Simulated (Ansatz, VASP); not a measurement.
# Si in VASP and in Ansatz

```
Si
1.0
     0.00000    1.81529    1.91083
     1.81529    0.00000    1.91083
     1.81529    1.81529    0.00000
Si
1
Direct
  0.00000 0.00000 0.00000
```

Change from the starting cell: strain -0.050 along x and y, +0.000 along z, atoms carried along.

Alike in both runs: task single point; functional PBE; dispersion D3(BJ); k mesh 22 × 22 × 22; occupations gaussian, width 0.15 eV; no spin polarisation.

```csv
,VASP,Ansatz
version,VASP 6.6.1,Ansatz 0.2.0
potentials or method,"VASP PAW PBE potentials, release 64 (Si)","scalar-relativistic, plane waves, PAW"
plane-wave cutoff (eV),520,420
valence electrons in the cell,4,4
```

Ansatz gave:

```
gap on the k mesh at the Fermi level (eV)       : none
pressure (GPa)                                  : 9.2
largest component of the traceless stress (GPa) : 0.24
```

What did VASP give for the same quantities?

gap on the k mesh at the Fermi level (eV): none; pressure (GPa): 9.1; largest component of the traceless stress (GPa): 0.23.

A gap of «none» marks a metal or a gap that the smearing closes. The functional is the same, so the differences come from potentials, cutoffs and numerics.

Caveats: pairwise dispersion overbinds metals, which lowers pressure and volume.
